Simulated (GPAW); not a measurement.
Runs of GPAW 26.7.0 on Ge. It takes space group P6_3/mmc (No. 194, hexagonal). Conventional cell: a = 3.998 Å, b = 3.998 Å, c = 6.599 Å, α = 90.00°, β = 90.00°, γ = 120.00°. Ge (site symmetry 3m) is surrounded by 4 Ge at 2.45 to 2.47 Å. This isn't the form of Ge at room conditions, which is diamond.

```tsv
task	level	potentials or basis	cell	k mesh	cutoff (eV)	maxiter	optimizer	fmax	max steps	target pressure	gap on the mesh (eV)	pressure (GPa)	largest force (eV/Å)
relaxation of cell and atoms	PBEsol	PAW data sets generated in the run's folder for this functional, pw	relaxed to 10 GPa	7 × 7 × 4	600	150	BFGS	0.02 eV/Å	60	10 GPa	none	10.0	0.01
relaxation of cell and atoms	PBEsol	PAW data sets generated in the run's folder for this functional, pw	relaxed	7 × 7 × 4	600	150	BFGS	0.02 eV/Å	60	-	0.07	0.0	0.02
relaxation of cell and atoms	PBEsol	PAW data sets generated in the run's folder for this functional, pw	relaxed to 5 GPa	7 × 7 × 4	600	150	BFGS	0.02 eV/Å	60	5 GPa	none	5.0	0.01
band structure	PBEsol	PAW data sets generated in the run's folder for this functional, pw	as given	8 × 8 × 4	600	150	-	-	-	-	-	(a)	0.01
single point	LDA	the program's PAW data sets (release 1.2.1) made for this functional, pw	as given	6 × 6 × 4	450	120	-	-	-	-	0.17	-1.6	-
```

Alike in all rows: no spin polarisation; smearing fermi-dirac 0.05 eV.

Question: Fill in the values left out.

Answer: (a) 0.3.

Caveats: later steps reuse the first step's grids (some runs); an odd mesh through Γ misses points on the zone boundary, where band edges often lie (some runs); the cutoff is short for stress and forces, so pressures can be off by a GPa or more (some runs).

A k mesh can miss the band edges, and the runs leave out spin-orbit coupling on Ge.

A gap of «none» marks a metal or a gap under the smearing width.
